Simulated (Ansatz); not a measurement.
**AlN: what symmetry allows forces and stress to be**

```
Al N
1.0
     3.31109    0.00000    0.00000
    -1.65554    2.86749    0.00000
     0.00000    0.00000    4.12345
Al N
2 2
Direct
  0.33333 0.66667 0.72612
  0.66667 0.33333 0.22612
  0.33333 0.66667 0.27388
  0.66667 0.33333 0.77388
```

The calculation used DFT PBE, scalar-relativistic, plane waves, PAW (Ansatz).

Cutoff 420 eV; k points 9×9×6 on the computed 4-atom cell (Γ-centred); Gaussian smearing, width 0.02 eV; no spin polarisation.

This distorted cell has space group P6_3mc, with 12 operations.

Task: Without a calculation: in which directions can each atom feel a force?

Result: A force must be left unchanged by every operation that keeps its atom in place, so it lies in the space that those operations leave fixed. Atoms that the group maps onto each other feel forces of one size.
```json
{"atom": "Al1", "site symmetry": "3m.", "operations at the site": "6", "equivalent to atom": "1", "allowed force (Cartesian)": "along (0.00, 0.00, 1.00)"}
{"atom": "Al2", "site symmetry": "3m.", "operations at the site": "6", "equivalent to atom": "1", "allowed force (Cartesian)": "along (0.00, 0.00, 1.00)"}
{"atom": "N3", "site symmetry": "3m.", "operations at the site": "6", "equivalent to atom": "3", "allowed force (Cartesian)": "along (0.00, 0.00, 1.00)"}
{"atom": "N4", "site symmetry": "3m.", "operations at the site": "6", "equivalent to atom": "3", "allowed force (Cartesian)": "along (0.00, 0.00, 1.00)"}
```

That leaves 2 independent force components of 12, tied by 1 condition that the forces sum to zero, so 1 remains. A relaxation in this cell that keeps the symmetry moves the atoms in these directions alone.

Task: And the stress tensor?

Result: It must be invariant under the point group, which leaves 2 independent components: yz, xz, xy vanish; xx = yy.

Task: Do the computed values obey this?

Result: Yes. Forces (eV/Å):
```
Al1  0.000  0.000  1.009
Al2  0.000  0.000  1.009
N3   0.000  0.000 -1.009
N4   0.000  0.000 -1.009
```

Stress (GPa, compression positive, xx yy zz yz xz xy): 0.25 0.25 22.00 0.00 0.00 0.00. The program imposes the same operations on density, forces and stress, so this confirms the analysis and is no independent test of the calculation.